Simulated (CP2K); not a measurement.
Runs of CP2K 2026.2 on Zr. Symmetry: P6_3/mmc, No. 194, hexagonal system. Conventional cell: a = 3.232 Å, b = 3.232 Å, c = 5.147 Å, α = 90.00°, β = 90.00°, γ = 120.00°. Zr (site symmetry -6m2) is surrounded by 12 Zr at 3.18 to 3.23 Å. 

```csv
task,level,potentials or basis,cell,k mesh,smearing,EPS_DEFAULT,k points reduced by the point group,NGRIDS,potentials,CUTOFF of the grids,gap on the mesh (eV),pressure (GPa),relaxed volume (Å³/atom),largest force (eV/Å)
single point,BLYP,POTENTIAL_UZH Zr GTH-PBE-q12; TZVP-MOLOPT-PBE-GTH basis,as given,9 × 9 × 5,fermi-dirac 0.05 eV,1.0E-9,yes,4,Zr GTH-PBE-q12 of POTENTIAL_UZH,700 Ry,none,4.2,-,0.01
relaxation of cell and atoms,LDA,POTENTIAL_UZH Zr GTH-PBE-q12; TZVP-MOLOPT-PBE-GTH basis,relaxed,7 × 7 × 4,fermi-dirac 0.05 eV,1.0E-9,-,4,Zr GTH-PBE-q12 of POTENTIAL_UZH,700 Ry,none,0.0,22.10,0.02
band structure,LDA,GTH_POTENTIALS Zr GTH-PADE-q12; TZVP-MOLOPT-PBE-GTH basis,as given,9 × 9 × 5,fermi-dirac 0.0259 eV,1.0E-10,yes,5,Zr GTH-PADE-q12 of GTH_POTENTIALS,450 Ry,none,(b),-,-
single point,PBEsol,POTENTIAL_UZH Zr GTH-PBE-q12; TZVP-MOLOPT-PBE-GTH basis,as given,9 × 9 × 5,fermi-dirac 0.05 eV,1.0E-9,yes,4,Zr GTH-PBE-q12 of POTENTIAL_UZH,700 Ry,none,-2.4,-,-
band structure,PBE,POTENTIAL_UZH Zr GTH-PBE-q12; TZVP-MOLOPT-PBE-GTH basis,as given,9 × 9 × 5,fermi-dirac 0.01 eV,1.0E-9,yes,4,Zr GTH-PBE-q12 of POTENTIAL_UZH,450 Ry,none,1.3,-,-
single point,RPBE,POTENTIAL_UZH Zr GTH-PBE-q12; TZVP-MOLOPT-PBE-GTH basis,as given,9 × 9 × 5,fermi-dirac 0.05 eV,1.0E-9,yes,4,Zr GTH-PBE-q12 of POTENTIAL_UZH,700 Ry,none,3.3,-,-
relaxation of cell and atoms,PBEsol,POTENTIAL_UZH Zr GTH-PBE-q12; TZVP-MOLOPT-PBE-GTH basis,relaxed,7 × 7 × 4,fermi-dirac 0.01 eV,1.0E-10,-,5,Zr GTH-PBE-q12 of POTENTIAL_UZH,450 Ry,none,0.0,22.71,0.01
single point,LDA,POTENTIAL_UZH Zr GTH-PBE-q12; TZVP-MOLOPT-PBE-GTH basis,as given,9 × 9 × 5,fermi-dirac 0.05 eV,1.0E-9,yes,4,Zr GTH-PBE-q12 of POTENTIAL_UZH,700 Ry,none,(a),-,-
```

Alike in all rows: no spin polarisation.

Task: Fill in the values left out.

Result: (a) -4.9; (b) -6.4.

Caveats: the basis of atomic orbitals isn't converged, which shifts pressures, moduli and gaps; the potentials were made for another functional, which shifts forces and pressure (some runs).

A k mesh can miss the band edges, and the runs leave out spin-orbit coupling on Zr.

A gap of «none» marks a metal or a gap under the smearing width.

Not every run made on this cell is shown here.
